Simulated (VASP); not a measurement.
# Zr (P6/mmm) in VASP: settings compared, part 2 of 2

VASP 6.6.1. The steps go on from the part before.

**5. Relaxation of cell and atoms, r2SCAN, target pressure 5.19 GPa, at which the enthalpy is minimised**

This run uses another cell than the first one, of 22.03 Å³/atom, 0.962 times its volume.

File INCAR:

```
  ALGO = Normal
  EDIFF = 1E-7
  EDIFFG = -0.005
  ENCUT = 600
  IBRION = 2
  ISIF = 3
  ISMEAR = 1
  LASPH = True
  LCHARG = False
  LMIXTAU = True
  LREAL = False
  LWAVE = False
  METAGGA = R2SCAN
  NELM = 80
  NSW = 90
  PREC = Accurate
  PSTRESS = 51.9
  SIGMA = 0.1
```

File KPOINTS:

```
k-points
0
Gamma
  9 9 12
```

File POSCAR:

```
Zr                                      
1.0
    4.9502985796      0.0000000000     -0.0000000000
   -2.4751492898      4.2870843240      0.0000000000
   -0.0000000000      0.0000000000      3.1140629882
  Zr            
     3
Direct
     0.6666666699999979    0.3333333300000021    0.5000000000000000
     0.3333333300000021    0.6666666699999979    0.5000000000000000
     1.0000000000000000    0.0000000000000000    0.0000000000000000
```

On the command line:

```console
> cat potpaw_PBE.64/Zr_sv/POTCAR > POTCAR
> mpirun -np 1 vasp_std > vasp.out
```

It took 17 min on 1 thread of Intel Xeon Platinum 8488C (Sapphire Rapids), shared host; peak memory 0.3 GiB.

The run converged. Its results:

| Property | Result |
| --- | --- |
| Free energy | -68.2322 eV |
| Relaxed volume | 22.04 Å³/atom |
| Relaxed cell | a = 4.951 Å, b = 4.951 Å, c = 3.114 Å, α = 90.00°, β = 90.00°, γ = 120.00° |
| Space group after relaxing (to 0.05 Å) | P6/mmm (No. 191) |
| Energy change on relaxing (the enthalpy is what falls) | -0.3 meV/atom |
| Ionic steps | 3 |
| Pressure after relaxing | 5.2 GPa |
| Band gap on the k mesh | none (metal or under the smearing width) |

Step by step:
| step | energy change (eV) | largest force (eV/Å) | pressure (GPa) | volume (Å³) |
| --- | --- | --- | --- | --- |
| 1 | 0.0000 | 0.0000 | 5.23 | 66.09 |
| 2 | -0.0018 | 0.0000 | 5.14 | 66.14 |
| 3 | -0.0010 | 0.0000 | 5.18 | 66.12 |

Final structure:
```yaml
crystal:
  lattice:
    - [4.95142, 0.00000, 0.00000]
    - [-2.47571, 4.28806, 0.00000]
    - [0.00000, 0.00000, 3.11404]
  atoms:
    - { symbol: Zr, position: [0.66667, 0.33333, 0.50000] }
    - { symbol: Zr, position: [0.33333, 0.66667, 0.50000] }
    - { symbol: Zr, position: [0.00000, 0.00000, 0.00000] }
```

Levels at points of the mesh, in eV from the Fermi level:
| k point | band 15 | band 16 | band 17 | band 18 | band 19 | band 20 | band 21 | band 22 |
| --- | --- | --- | --- | --- | --- | --- | --- | --- |
| (0.00, 0.00, 0.00) | -0.63 | -0.63 | -0.56 | -0.56 | -0.09 | 1.05 | 1.85 | 1.85 |
| (0.00, 0.00, 0.50) | -2.31 | -2.20 | -2.20 | -1.58 | 1.30 | 1.30 | 1.90 | 1.90 |

Caveat: the cell is relaxed towards a set pressure, so the enthalpy falls and the energy may rise; the PAW data sets were made with another functional, which shifts forces and pressure a little.

**6. Relaxation of cell and atoms, LDA, target pressure 5.19 GPa, at which the enthalpy is minimised**

File INCAR:

```
SYSTEM = Zr
  ALGO = Normal
  EDIFF = 1E-6
  EDIFFG = -0.01
  ENCUT = 600
  IBRION = 2
  ISIF = 3
  ISMEAR = 1
  LASPH = .TRUE.
  LCHARG = .FALSE.
  LREAL = .FALSE.
  LWAVE = .FALSE.
  NELM = 80
  NSW = 90
  PREC = Accurate
  PSTRESS = 51.9
  SIGMA = 0.1
```

File KPOINTS:

```
k-points
0
G
  9 9 12
  0 0 0
```

File POSCAR:

```
Zr
1.0
    5.0328000000      0.0000000000      0.0000000000
   -2.5164000000      4.3585326500      0.0000000000
    0.0000000000      0.0000000000      3.1324000000
Zr
3
Direct
    0.6666666700      0.3333333300      0.5000000000
    0.3333333300      0.6666666700      0.5000000000
    0.0000000000      0.0000000000      0.0000000000
```

Potentials or basis: VASP PAW LDA potentials, release 64 (Zr_sv).

On the command line:

```console
> cat potpaw_LDA.64/Zr_sv/POTCAR > POTCAR
> mpirun -np 1 vasp_std > vasp.out
```

OUTCAR:

```text
SYSTEM = Zr
   EDIFF = 1E-6
   EDIFFG = -0.01
   ENCUT = 600
   IBRION = 2
   ISIF = 3
   ISMEAR = 1
   LASPH = .TRUE.
   LREAL = .FALSE.
   NELM = 80
   NSW = 90
   PREC = Accurate
   PSTRESS = 51.9

 ion  position               nearest neighbor table
   1  0.667  0.333  0.500-   2 2.91   2 2.91   2 2.91   3 3.30   3 3.30   3 3.30   3 3.30   3 3.30
                             3 3.30
   2  0.333  0.667  0.500-   1 2.91   1 2.91   1 2.91   3 3.30   3 3.30   3 3.30   3 3.30   3 3.30
                             3 3.30
   3  0.000  0.000  0.000-   1 3.30   2 3.30   1 3.30   2 3.30   2 3.30   2 3.30   1 3.30   1 3.30
                             1 3.30   1 3.30   2 3.30   2 3.30

  LATTYP: Found a hexagonal cell.
 ALAT       =     5.0328000000
 C/A-ratio  =     0.6223970752

  Lattice vectors:

 A1 = (   5.0328000000,   0.0000000000,   0.0000000000)
 A2 = (  -2.5164000000,   4.3585326500,   0.0000000000)
 A3 = (   0.0000000000,   0.0000000000,   3.1324000000)

Analysis of symmetry for initial positions (statically):
=====================================================================
 Subroutine PRICEL returns:
 Original cell was already a primitive cell.

 Routine SETGRP: Setting up the symmetry group for a
 hexagonal supercell.

 Subroutine GETGRP returns: Found 24 space group operations
 (whereof 24 operations were pure point group operations)
 out of a pool of 24 trial point group operations.

The static configuration has the point symmetry D_6h.

Analysis of symmetry for dynamics (positions and initial velocities):
=====================================================================
 Subroutine PRICEL returns:
 Original cell was already a primitive cell.

 Routine SETGRP: Setting up the symmetry group for a
 hexagonal supercell.

 Subroutine GETGRP returns: Found 24 space group operations
 (whereof 24 operations were pure point group operations)
 out of a pool of 24 trial point group operations.

The dynamic configuration has the point symmetry D_6h.

 Subroutine INISYM returns: Found 24 space group operations
 (whereof 24 operations are pure point group operations),
[... 122 lines left out ...]
   LORBIT       =      0    0 simple, 1 ext, 2 COOP (PROOUT), +10 PAW based schemes
   GGA     = CA    functional components
   LHFCALC =     F    Hartree Fock is set to
   AEXX    =    0.0000 exact exchange contribution
   IVDW    =     0    specifies the selected vdW correction
   LEPSILON=     F    determine dielectric tensor
   LRPA    =     F    only Hartree local field effects (RPA)
 conjugate gradient relaxation of ions
 non-spin polarized calculation
 Methfessel and Paxton  Order N= 1 SIGMA  =   0.10
  energy-cutoff  :      600.00
  volume of cell :       68.71
 maximum number of plane-waves:      2328
   NGX = 21   NGY = 21   NGZ = 13

--------------------------------------- Ionic step        1  -------------------------------------------

 number of electron      36.0000000 magnetization

 Free energy of the ion-electron system (eV)
  ---------------------------------------------------
  ext. energy  EPLUGINS =         0.00000000
  ---------------------------------------------------
  free energy    TOTEN  =       -27.84710473 eV

  energy without entropy =      -27.84817143  energy(sigma->0) =      -27.84746030

------------------------ aborting loop because EDIFF is reached ----------------------------------------

  FORCE on cell =-STRESS in cart. coord.  units (eV):
  Direction    XX          YY          ZZ          XY          YZ          ZX
  --------------------------------------------------------------------------------------
  -------------------------------------------------------------------------------------
  Total       -2.6344303     -2.6344303     -2.1354681     -0.0000000     -0.0000000      0.0000000
  in kB      -61.4285274    -61.4285274    -49.7939389     -0.0000000     -0.0000000      0.0000000
  external PRESSURE =    -109.4503312 kB  Pullay stress =      51.9000000 kB
[... 65 lines left out ...]
--------------------------------------- Ionic step        3  -------------------------------------------

 number of electron      36.0000000 magnetization

 E-fermi :   9.9967     XC(G=0): -11.8332

 val. band max:        9.9944710886   @ k =   0.4444   0.1111   0.2500
 cond. band min:      10.0011989892   @ k =   0.4444   0.0000   0.0000
 fundamental gap:      0.0067279007
 Fermi energy:         9.9967316528

 k-point     1 :       0.0000    0.0000    0.0000
  band No.  band energies     occupation
      1     -38.3552      2.00000
      2     -38.0872      2.00000
      3     -37.8228      2.00000
      4     -16.8249      2.00000
      5     -16.8249      2.00000
      6     -16.7197      2.00000
[... 824 lines left out ...]
--------------------------------------- Ionic step        9  -------------------------------------------

 number of electron      36.0000000 magnetization

 Free energy of the ion-electron system (eV)
  ---------------------------------------------------
  ext. energy  EPLUGINS =         0.00000000
  ---------------------------------------------------
  free energy    TOTEN  =       -27.87917587 eV

  energy without entropy =      -27.88038248  energy(sigma->0) =      -27.87957807

 E-fermi :  10.0414     XC(G=0): -11.8479

 val. band max:       10.0247740827   @ k =   0.4444   0.1111   0.2500
 cond. band min:      10.0496890052   @ k =   0.4444   0.0000   0.0000
 fundamental gap:      0.0249149225
 Fermi energy:        10.0414405327

 k-point     1 :       0.0000    0.0000    0.0000
  band No.  band energies     occupation
      1     -38.3157      2.00000
      2     -38.0441      2.00000
      3     -37.7727      2.00000
      4     -16.7930      2.00000
      5     -16.7930      2.00000
      6     -16.6816      2.00000
[... 625 lines left out ...]
  energy  without entropy=      -27.8803824757  energy(sigma->0) =      -27.87957807

  enthalpy is  TOTEN    =       -25.8720306283 eV   P V=        2.0071452382

 reached required accuracy - stopping structural energy minimisation
```

OSZICAR:

```text
N       E                     dE             d eps       ncg     rms          rms(c)
DAV:   1     0.398865325033E+03    0.39887E+03   -0.21328E+04  3696   0.182E+03
DAV:   2     0.387955734999E+00   -0.39848E+03   -0.39339E+03  4274   0.488E+02
DAV:   3    -0.275778224755E+02   -0.27966E+02   -0.27285E+02  6884   0.960E+01
[... 84 lines left out ...]
DAV:   1    -0.278793233026E+02   -0.12903E-02   -0.68801E-03  3696   0.765E-01    0.111E-01
DAV:   2    -0.278792102821E+02    0.11302E-03   -0.45004E-04  4898   0.165E-01    0.427E-02
DAV:   3    -0.278791735001E+02    0.36782E-04   -0.15941E-04  5454   0.959E-02    0.236E-02
DAV:   4    -0.278791750784E+02   -0.15783E-05   -0.20966E-05  4684   0.293E-02    0.138E-02
DAV:   5    -0.278791758665E+02   -0.78811E-06   -0.36402E-06  3570   0.128E-02
   9 F= -.25872031E+02 E0= -.25872433E+02  d E =-.538818E-04
```

CONTCAR:

```text
Zr
   1.00000000000000
     4.8492440668801731    0.0000000000000000   -0.0000000000000000
    -2.4246220334400865    4.1995685488911336    0.0000000000000000
    -0.0000000000000000   -0.0000000000000000    3.0425891084949677
  Zr
     3
Direct
     0.6666666699999979    0.3333333300000021    0.5000000000000000
     0.3333333300000021    0.6666666699999979    0.5000000000000000
     0.0000000000000000    0.0000000000000000    0.0000000000000000

  0.00000000E+00  0.00000000E+00  0.00000000E+00
  0.00000000E+00  0.00000000E+00  0.00000000E+00
  0.00000000E+00  0.00000000E+00  0.00000000E+00
```

Wall time 5 min (1 thread of Intel Xeon 6975P-C (Granite Rapids), shared host); peak memory 0.26 GiB.

What came out:

```yaml
Free_energy: -27.8792 eV
Relaxed_volume: 20.65 Å³/atom
Relaxed_cell: a = 4.849 Å, b = 4.849 Å, c = 3.043 Å, α = 90.00°, β = 90.00°, γ = 120.00°
Space_group_after_relaxing_to_0.05_Å: P6/mmm (No. 191)
Energy_change_on_relaxing_the_enthalpy_is_what_falls: -10.7 meV/atom
Ionic_steps: 9
Pressure_after_relaxing: 5.2 GPa
Band_gap_on_the_k_mesh: none (metal or under the smearing width)
```

Step by step:
| step | energy change (eV) | largest force (eV/Å) | pressure (GPa) | volume (Å³) |
| --- | --- | --- | --- | --- |
| 1 | 0.0000 | 0.0000 | -5.76 | 68.71 |
| 2 | 0.6672 | 0.0000 | 25.83 | 54.30 |
| 3 | -0.0377 | 0.0000 | 4.79 | 62.16 |
| 4 | -0.0319 | 0.0000 | 5.16 | 61.97 |
| 5 | -0.0276 | 0.0000 | 5.42 | 61.84 |
| 6 | -0.0358 | 0.0000 | 4.96 | 62.08 |
| 7 | -0.0341 | 0.0000 | 5.05 | 62.03 |
| 8 | -0.0309 | 0.0000 | 5.26 | 61.93 |
| 9 | -0.0321 | 0.0000 | 5.22 | 61.96 |

Final structure:
```yaml
crystal:
  lattice:
    - [4.84924, 0.00000, 0.00000]
    - [-2.42462, 4.19957, 0.00000]
    - [0.00000, 0.00000, 3.04259]
  atoms:
    - { symbol: Zr, position: [0.66667, 0.33333, 0.50000] }
    - { symbol: Zr, position: [0.33333, 0.66667, 0.50000] }
    - { symbol: Zr, position: [0.00000, 0.00000, 0.00000] }
```

Caveat: the cell is relaxed towards a set pressure, so the enthalpy falls and the energy may rise.

**7. The runs side by side**

| task | level | potentials or basis | cell | target pressure | gap on the mesh (eV) | pressure (GPa) |
| --- | --- | --- | --- | --- | --- | --- |
| relaxation of shape and atoms at fixed volume | LDA | VASP PAW LDA potentials, release 64 (Zr_sv) | atoms relaxed at fixed volume from: a relaxed cell with its volume scaled by 1.04 | - | none | -3.9 |
| relaxation of shape and atoms at fixed volume | LDA | VASP PAW LDA potentials, release 64 (Zr_sv) | atoms relaxed at fixed volume from: a relaxed cell with its volume scaled by 1.06 | - | none | -5.7 |
| relaxation of cell and atoms | r2SCAN | VASP PAW PBE potentials, release 64 (Zr_sv) | relaxed to 5.19 GPa | 5.19 GPa | none | 5.2 |
| relaxation of cell and atoms | LDA | VASP PAW LDA potentials, release 64 (Zr_sv) | relaxed to 5.19 GPa | 5.19 GPa | none | 5.2 |

Alike in all rows: no spin polarisation; k mesh 9 × 9 × 12; cutoff (eV) 600; smearing methfessel-paxton 0.1 eV.

Caveats: the relaxation stopped at its first step, so nothing moved (some runs); the cell is relaxed towards a set pressure, so the enthalpy falls and the energy may rise (some runs); the PAW data sets were made with another functional, which shifts forces and pressure a little (some runs).

Absolute energies hang on the potentials; compare differences alone.
